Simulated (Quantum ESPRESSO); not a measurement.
Crystal: NaCl.

```
CELL_PARAMETERS angstrom
0.00000 2.79406 2.79406
2.79406 0.00000 2.79406
2.79406 2.79406 0.00000
ATOMIC_POSITIONS crystal
Cl 0.50000 0.50000 0.50000
Na 0.00000 0.00000 0.00000
```

The cell is a database's computed one.

* Program: Quantum ESPRESSO 7.5
* Task: phonons
* Functional: PBEsol
* Potentials or basis: PseudoDojo 0.4.1 SR PBEsol standard
* Cutoff: 1197 eV
* Density cutoff: 4789 eV
* k mesh: 4 × 4 × 4, shifted
* Occupations: fermi-dirac, width 0.05 eV
* Spin: no spin polarisation
* Target pressure: 10 GPa
* Mixing beta: 0.5
* Most SCF iterations: 120
* SCF threshold: 4e-10 Ry

The cell and the atoms were relaxed first at 10 GPa, to 17.53 Å³/atom (a = 3.674 Å, b = 3.674 Å, c = 3.674 Å, α = 60.00°, β = 60.00°, γ = 60.00°), and the response was taken there.

The first run showed a gap, so the response started from a second, tighter run with fixed occupations.

Problem. Where do the zone-centre optical modes lie?

Solution. T1u at 272 cm⁻¹ (IR). Polar modes are given without the macroscopic field (transverse values).

Optical modes at Γ, degenerate ones joined, polar ones without the macroscopic field:
| cm⁻¹ | components | symmetry | active in | IR intensity, summed ((D/Å)²/amu) |
| --- | --- | --- | --- | --- |
| 272 | 3 | T1u | IR | 5.15 |

Zone-centre frequencies without and with the macroscopic field along z (cm⁻¹):
```
                optical modes in rising order
       without                    272 272 272
with the field                    272 272 334
```

Born effective charge tensors (e):
atom 1, Cl
```
-1.02  0.00  0.00
 0.00 -1.02  0.00
 0.00  0.00 -1.02
```
atom 2, Na
```
1.02 0.00 0.00
0.00 1.02 0.00
0.00 0.00 1.02
```

Caveat: the volume moved by over 15 % at a fixed basis, so the end points are rough; the cell is more than 3 GPa from zero pressure, which shifts response properties; before the sum rule the acoustic modes lie tens of cm⁻¹ from zero, a sign that the density grid also shifts the optical modes.
